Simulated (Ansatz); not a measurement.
Method: DFT PBE, scalar-relativistic, plane waves, PAW (Ansatz). Settings: cutoff 420 eV, Γ-centred meshes spaced at most about 0.3 Å⁻¹ (2π included), Gaussian smearing. No spin polarisation in the final relaxations.

These are static total energies at zero pressure. All come from trial cells, and lower structures may exist.

Problem. Which of these relaxed structures of BeH₂ is the lowest in energy?
1.

```
CELL_PARAMETERS angstrom
2.31688 -5.38521 0.00000
2.31688 5.38521 0.00000
0.00000 0.00000 4.40698
ATOMIC_POSITIONS crystal
Be 0.67407 0.32593 0.50000
Be 0.32593 0.67407 0.50000
Be 0.50000 0.50000 0.00000
H 0.00000 0.50000 0.50000
H 0.50000 0.00000 0.50000
H 0.60066 0.39934 0.23292
H 0.60066 0.39934 0.76708
H 0.39934 0.60066 0.23292
H 0.39934 0.60066 0.76708
```

2.

```
CELL_PARAMETERS angstrom
3.23102 -7.01688 0.00000
3.23102 7.01688 0.00000
0.00000 0.00000 4.58969
ATOMIC_POSITIONS crystal
Be 0.00881 0.40012 0.25000
Be 0.40012 0.00881 0.75000
Be 0.59988 0.99119 0.25000
Be 0.99119 0.59988 0.75000
Be 0.44145 0.55855 0.25000
Be 0.55855 0.44145 0.75000
H 0.84099 0.15901 0.25000
H 0.00000 0.50000 0.00000
H 0.00000 0.50000 0.50000
H 0.20167 0.41616 0.25000
H 0.50000 0.00000 0.50000
H 0.50000 0.00000 0.00000
H 0.15901 0.84099 0.75000
H 0.41616 0.20167 0.75000
H 0.58384 0.79833 0.25000
H 0.79833 0.58384 0.75000
H 0.50000 0.50000 0.00000
H 0.50000 0.50000 0.50000
```

Solution. 2. It has space group Cmcm (No. 63); the next, 1, with space group Cmmm (No. 65), lies 166 meV/atom higher. Counting H atoms around Be (those within 1.25 times the shortest such distance or 1.15 times the sum of covalent radii), the lowest and the next both have Be 4.

With hydrogen, zero-point motion can shift such differences by 10 meV/atom or more. Cells relaxed within their symmetry can be saddle points. The part of the Crystallography Open Database at hand lists BeH2 in space group No. 72, which no cell shown has. Some candidate types were left out of the draw beforehand, so a known form may be missing.
